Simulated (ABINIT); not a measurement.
# PtS2 (P-3m1) in ABINIT: reference runs, part 2 of 2

ABINIT 10.8.3 (patched build).

**4. Single point, PBE (atoms moved at random, drawn with an rms of 0.05 Å)**

run.abi

```
pp_dirpath "./"
pseudos "Pt.GGA_PBE-JTH.xml, S.GGA_PBE-JTH.xml"

acell 3*1.0 Angstrom
rprim
     3.5432000000     0.0000000000     0.0000000000
    -1.7716000000     3.0685012107     0.0000000000
     0.0000000000     0.0000000000     5.0388000000
ntypat 2
znucl 78 16
natom 3
typat 1 2 2
xred
    -0.0005740000    -0.0065100000     0.0100490000
     0.6671830000     0.3310740000     0.7716870000
     0.3350640000     0.6714820000     0.2343540000
chkprim 0
chksymtnons 0
tolsym 1.0e-6

ecut 544.227725 eV
pawecutdg 40.0

kptopt 1
ngkpt 9 9 5
nshiftk 1
shiftk 0.0 0.0 0.0

ixc 11

nband 15
occopt 3
tsmear 0.00183747

nstep 100
tolvrs 1.0e-9

iomode 3
prtwf 0
prtden 0
prteig 0
prtebands 0
enunit 1
```

Potentials or basis: JTH PAW PBE v2.0.

On the command line:

```console
$ abinit run.abi > log 2>&1
```

run.abo:

```text
.Version 10.8.3 of ABINIT
 Symmetries : space group P1 (#  1); Bravais aP (primitive triclinic)
================================================================================
 Values of the parameters that define the memory need of the present run
     intxc =       0    ionmov =       0      iscf =      17    lmnmax =      18
     lnmax =       6     mgfft =      40  mpssoang =       3    mqgrid =    3001
     natom =       3  nloc_mem =       2    nspden =       1   nspinor =       1
    nsppol =       1      nsym =       1    n1xccc =       1    ntypat =       2
    occopt =       3   xclevel =       2
       mpw =        1597          nfft =       36000          nkpt =         203
 PAW method is used; the additional fine FFT grid is defined by:
   mgfftf=        60    nfftf =     96000
================================================================================
================================================================================

--------------------------------------------------------------------------------
------------- Echo of variables that govern the present computation ------------
--------------------------------------------------------------------------------
 -outvars: echo values of preprocessed input variables --------
            acell      1.8897261259E+00  1.8897261259E+00  1.8897261259E+00 Bohr
              amu      1.95080000E+02  3.20660000E+01
          chkprim           0
      chksymtnons           0
             ecut      2.00000000E+01 Hartree
           enunit           1
                       outvar_i_n : Printing only first  50 k-points.
              ixc          11
                       outvar_i_n : Printing only first  50 k-points.
         kptrlatt        9    0    0      0    9    0      0    0    5
          kptrlen      4.76097600E+01
            natom           3
            nband          15
            ngfft          30      30      40
          ngfftdg          40      40      60
             nkpt         203
            nstep         100
             nsym           1
           ntypat           2
                       prtocc : prtvol=0, do not print more k-points.
           occopt           3
        pawecutdg      4.00000000E+01 Hartree
         pawxcdev           0
           prtden           0
        prtebands           0
           prteig           0
            prtwf           0
            rprim      3.5432000000E+00  0.0000000000E+00  0.0000000000E+00
                      -1.7716000000E+00  3.0685012107E+00  0.0000000000E+00
                       0.0000000000E+00  0.0000000000E+00  5.0388000000E+00
          spgroup           1
           tolsym      1.00000000E-06
           tolvrs      1.00000000E-09
           tsmear      1.83747000E-03 Hartree
            typat      1  2  2
           useylm           1
                       outvars : Printing only first  50 k-points.
           xangst      9.4993192000E-03 -1.9975942882E-02  5.0634901200E-02
                       1.7774321072E+00  1.0159009698E+00  3.8883764556E+00
                      -2.3987464000E-03  2.0604433300E+00  1.1808629352E+00
            xcart      1.7951111671E-02 -3.7749061153E-02  9.5686095680E-02
                       3.3588598900E+00  1.9197746040E+00  7.3479665755E+00
                      -4.5329737415E-03  3.8936735916E+00  2.2315075398E+00
             xred     -5.7400000000E-04 -6.5100000000E-03  1.0049000000E-02
                       6.6718300000E-01  3.3107400000E-01  7.7168700000E-01
                       3.3506400000E-01  6.7148200000E-01  2.3435400000E-01
            znucl       78.00000   16.00000

================================================================================

 chkinp: Checking input parameters for consistency.

================================================================================
== DATASET  1 ==================================================================
[... 118 lines left out ...]
 ------------------------------------------------
 Atom  Sphere_radius  Integrated_density
    1        2.51622          8.85606637
    2        1.90380          3.56710863
    3        1.90380          3.57892578

================================================================================

 ----iterations are completed or convergence reached----

 Mean square residual over all n,k,spin=   31.628E-09; max=  20.325E-06
 reduced coordinates (array xred) for    3 atoms
      -0.000574000000     -0.006510000000      0.010049000000
       0.667183000000      0.331074000000      0.771687000000
       0.335064000000      0.671482000000      0.234354000000
 rms dE/dt=  1.1296E-01; max dE/dt=  1.3987E-01; dE/dt below (all hartree)
    1       0.022770415806     -0.067321284447      0.139873533819
    2      -0.003063055178      0.012212606350      0.126441678143
    3      -0.019856689293      0.055052175979     -0.265802487976

 cartesian coordinates (angstrom) at end:
    1      0.00949931920000    -0.01997594288166     0.05063490120000
    2      1.77743210720000     1.01590096983129     3.88837645560000
    3     -0.00239874640000     2.06044332996326     1.18086293520000

 cartesian forces (hartree/bohr) at end:
    1     -0.00340819755064     0.00963889474304    -0.01467163726266
    2      0.00045003345920    -0.00184954146675    -0.01326101728982
    3      0.00295816409144    -0.00778935327630     0.02793265455248
 frms,max,avg= 1.2242535E-02 2.7932655E-02   7.434E-06  7.540E-06 -1.795E-05 h/b

 cartesian forces (eV/Angstrom) at end:
    1     -0.17525656454029     0.49565189621010    -0.75444592182023
    2      0.02314165092131    -0.09510724616787    -0.68190892634415
    3      0.15211491361898    -0.40054465004223     1.43635484816438
 frms,max,avg= 6.2953645E-01 1.4363548E+00   3.823E-04  3.877E-04 -9.230E-04 e/A
 length scales=  1.889726125908  1.889726125908  1.889726125908 bohr
              =  1.000000000000  1.000000000000  1.000000000000 angstroms
 Fermi (or HOMO) energy (eV) =   7.15398   Average Vxc (eV)= -10.45768
 Eigenvalues (   eV  ) for nkpt= 203  k points:
 kpt#   1, nband= 15, wtk=  0.00247, kpt=  0.0000  0.0000  0.0000 (reduced coord)
  -8.79605   -5.63916   -0.23992   -0.22586   -0.19088    2.74189    2.75737    4.82200
   5.58660    5.65189    6.67111    8.98640    9.06017   11.43597   12.36871
 prteigrs : prtvol=0 or 1, do not print more k-points.

--- !EnergyTerms
iteration_state     : {dtset: 1, }
comment             : Components of total free energy in Hartree
kinetic             :  1.70002119280339E+01
hartree             :  9.48158028212151E+00
xc                  : -1.03508360365971E+01
Ewald energy        : -4.30623962286284E+01
psp_core            :  2.28287484357687E+00
local_psp           : -2.98227015455843E+01
PAW spherical_terms :  6.76980650348851E+00
internal            : -4.77014602535891E+01
'-kT*entropy'       : -3.84971475266384E-07
total_energy        : -4.77014606385606E+01
total_energy_eV     : -1.29802286993333E+03
...

--- !EnergyTermsDC
iteration_state     : {dtset: 1, }
comment             : '"Double-counting" decomposition of free energy'
band_energy         :  7.48231112023717E-01
Ewald energy        : -4.30623962286284E+01
psp_core            :  2.28287484357687E+00
xc_dc               : -8.79963434416976E+00
PAW spherical_terms :  1.12946653934098E+00
internal            : -4.77014580778566E+01
'-kT*entropy'       : -3.84971475266384E-07
total_energy_dc     : -4.77014584628281E+01
total_energy_dc_eV  : -1.29802281072863E+03
...

--- !EnergyTermsWithPAWCore
iteration_state     : {dtset: 1, }
comment             : 'Components of total free energy, including PAW core contributions'
Total energy        : -1.92121645102007E+04
Total energy DC     : -1.92121645080250E+04
Total energy (eV)   : -5.22789629108401E+05
Total energy DC (eV): -5.22789629049196E+05
...

 Cartesian components of stress tensor (hartree/bohr^3)
  sigma(1 1)= -4.02295584E-04  sigma(3 2)=  3.17219002E-05
  sigma(2 2)= -3.60354406E-04  sigma(3 1)= -1.37226936E-05
  sigma(3 3)= -3.09777595E-04  sigma(2 1)=  8.61813654E-06

-Cartesian components of stress tensor (GPa)         [Pressure=  1.0517E+01 GPa]
- sigma(1 1)= -1.18359447E+01  sigma(3 2)=  9.33290526E-01
- sigma(2 2)= -1.06019927E+01  sigma(3 1)= -4.03735585E-01
- sigma(3 3)= -9.11397152E+00  sigma(2 1)=  2.53554331E-01

== END DATASET(S) ==============================================================
================================================================================

 -outvars: echo values of variables after computation  --------
            acell      1.8897261259E+00  1.8897261259E+00  1.8897261259E+00 Bohr
           etotal     -4.7701458463E+01
            fcart     -3.4081975506E-03  9.6388947430E-03 -1.4671637263E-02
                       4.5003345920E-04 -1.8495414667E-03 -1.3261017290E-02
                       2.9581640914E-03 -7.7893532763E-03  2.7932654552E-02
            rprim      3.5432000000E+00  0.0000000000E+00  0.0000000000E+00
                      -1.7716000000E+00  3.0685012107E+00  0.0000000000E+00
                       0.0000000000E+00  0.0000000000E+00  5.0388000000E+00
           strten     -4.0229558350E-04 -3.6035440631E-04 -3.0977759541E-04
                       3.1721900209E-05 -1.3722693625E-05  8.6181365400E-06
           xangst      9.4993192000E-03 -1.9975942882E-02  5.0634901200E-02
                       1.7774321072E+00  1.0159009698E+00  3.8883764556E+00
                      -2.3987464000E-03  2.0604433300E+00  1.1808629352E+00
             xred     -5.7400000000E-04 -6.5100000000E-03  1.0049000000E-02
                       6.6718300000E-01  3.3107400000E-01  7.7168700000E-01
                       3.3506400000E-01  6.7148200000E-01  2.3435400000E-01
 Calculation completed.
```

Wall time 4.3 min (1 thread of Arm Neoverse V1, shared host); peak memory 0.27 GiB.

Results:

| Property | Result |
| --- | --- |
| Free energy | -1298.0228 eV |
| Pressure | 10.5 GPa |
| Largest force | 1.499 eV/Å |
| Band gap on the k mesh | 0.86 eV, indirect (least direct gap 0.99 eV) |

Forces in eV/Å, atoms in the order of the input:
```
Pt  -0.175  0.496 -0.754
S    0.023 -0.095 -0.682
S    0.152 -0.401  1.436
```

Stress tensor (GPa, compression positive):
```
11.84 -0.25  0.40
-0.25 10.60 -0.93
 0.40 -0.93  9.11
```

Levels at points of the mesh, in eV from the valence-band top:
| k point | band 8 | band 9 | band 10 | band 11 | band 12 | band 13 | band 14 | band 15 |
| --- | --- | --- | --- | --- | --- | --- | --- | --- |
| (0.00, 0.00, 0.00) | -1.89 | -1.13 | -1.06 | -0.05 | 2.27 | 2.34 | 4.72 | 5.65 |

Caveat: spin-orbit coupling is left out, which moves the levels of the heavy elements; an odd mesh through Γ misses points on the zone boundary, where band edges often lie; the atomic spheres overlap.
